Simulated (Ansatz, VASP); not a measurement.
**Two plane-wave programs on N**

Contents of INCAR:

```
PREC     = Accurate       # precision mode
ENCUT    = 520            # plane-wave cutoff, eV
EDIFF    = 1E-7           # SCF threshold, eV
ISMEAR   = 0              # smearing method
SIGMA    = 0.05           # smearing width, eV
LREAL    = False          # projectors in reciprocal space
LASPH    = True           # aspherical terms in the spheres
NELM     = 80             # most SCF steps
ALGO     = Normal         # electronic algorithm
ISIF     = 2              # what is computed and relaxed
LWAVE    = False          # write WAVECAR
LCHARG   = False          # write CHGCAR
GGA      = PS             # functional
NBANDS   = 18             # bands
```

KPOINTS

```
regular mesh
0
Gamma
  6 6 4
```

Contents of POSCAR:

```
N
1.0
    4.1672328106      0.0000000000      0.0000000000
   -2.0836164053      3.6089294775      0.0000000000
    0.0000000000      0.0000000000      7.0060035100
N
4
Direct
    0.2709879754      0.5419759508      0.3289300400
    0.3333333333      0.6666666667      0.1710699600
    0.6666666667      0.3333333333      0.8289300400
    0.6666666667      0.3333333333      0.6710699600
```

Input for Ansatz:

```yaml
crystal:
  lattice:
    - [4.1672328106, 0.0, 0.0]
    - [-2.0836164053, 3.6089294775, 0.0]
    - [0.0, 0.0, 7.00600351]
  atoms:
    - { symbol: "N", position: [0.2709879754, 0.5419759508, 0.32893004] }
    - { symbol: "N", position: [0.3333333333, 0.6666666667, 0.17106996] }
    - { symbol: "N", position: [0.6666666667, 0.3333333333, 0.82893004] }
    - { symbol: "N", position: [0.6666666667, 0.3333333333, 0.67106996] }
basis:
  ecutwfc: 420
kpoints:
  mp_grid: { grid: [6, 6, 4] }
hamiltonian:
  xc: pbesol
scf:
  occupations: { method: gaussian, width: 0.05 }
output:
  forces: true
  stress: true
  eigenvalues: true
```

Alike in both runs: task single point; functional PBEsol; k mesh 6 × 6 × 4; occupations gaussian, width 0.05 eV; no spin polarisation.

```csv
,VASP,Ansatz
version,VASP 6.6.1,Ansatz 0.2.0
potentials or method,"VASP PAW PBE potentials, release 64 (N)","scalar-relativistic, plane waves, PAW"
plane-wave cutoff (eV),520,420
valence electrons in the cell,20,20
```

VASP gave:

```
gap on the k mesh at the Fermi level (eV)       : 6.49
least direct gap on the mesh (eV)               : 6.69
pressure (GPa)                                  : -5.0
largest component of the traceless stress (GPa) : 7.70
rms of the force components (eV/Å)              : 3.771
```

Estimate Ansatz's values.

gap on the k mesh at the Fermi level (eV): 6.53; least direct gap on the mesh (eV): 6.73; pressure (GPa): -6.1; largest component of the traceless stress (GPa): 10.08; rms of the force components (eV/Å): 3.970.

Atom by atom the forces differ by 0.734 eV/Å (rms over components). With one functional, cell and mesh, what is left measures potentials, basis and numerics.

Caveats: the standard files for N, O and F lose accuracy on very short bonds; the PAW data sets were made with another functional, which shifts forces and pressure a little (VASP). A k mesh can miss the band edges.
